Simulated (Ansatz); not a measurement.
# ScAl3: do energies and stresses tell the same story?

Computed with DFT PBE, scalar-relativistic, plane waves, PAW in Ansatz.

Plane waves to 420 eV, a k mesh through Γ of 14×14×14 on the computed 4-atom cell and Gaussian smearing (0.10 eV); no spin polarisation.

Relaxed cell: I4/mmm, a = 4.023 Å, b = 4.023 Å, c = 8.818 Å, α = 90.00°, β = 90.00°, γ = 90.00°, 4 atoms in the primitive cell. Whether it is the stable form of this composition wasn't checked.

Energies at zero smearing and pressures from the stress tensor, at volumes with shape and atoms relaxed:
| V (Å³/atom) | E − E(first) (meV/atom) | P (GPa) |
| --- | --- | --- |
| 15.700 | 0.00 | 13.63 |
| 16.236 | -38.26 | 9.40 |
| 16.771 | -63.41 | 5.78 |
| 17.306 | -77.34 | 2.66 |
| 17.841 | -81.64 | 0.00 |
| 18.377 | -77.68 | -2.29 |
| 18.912 | -66.64 | -4.26 |
| 19.625 | -42.63 | -6.44 |

**Question.** Check P = −dE/dV between neighbouring volumes, and get the bulk modulus from the pressures alone.

**Answer.** With 1 eV/Å³ = 160.2 GPa:
```
middle V (Å³/atom)  −ΔE/ΔV (GPa) mean P (GPa)
            15.968        11.452        11.516
            16.503         7.528         7.591
            17.038         4.172         4.220
            17.574         1.286         1.329
            18.109        -1.186        -1.146
            18.644        -3.305        -3.274
            19.269        -5.390        -5.348
```

The two differ by 0.06 GPa at most. The mean of two end pressures misses the average over a step by about ΔV² P″/12, up to 0.05 GPa here; with that taken off 0.01 GPa remains. Around V = 17.841 Å³/atom, the two neighbours give B = −V ΔP/ΔV = 17.841 × 4.95 / 1.070 = 82.5 GPa, against B0 = 82.2 GPa from the Birch–Murnaghan fit of the energies.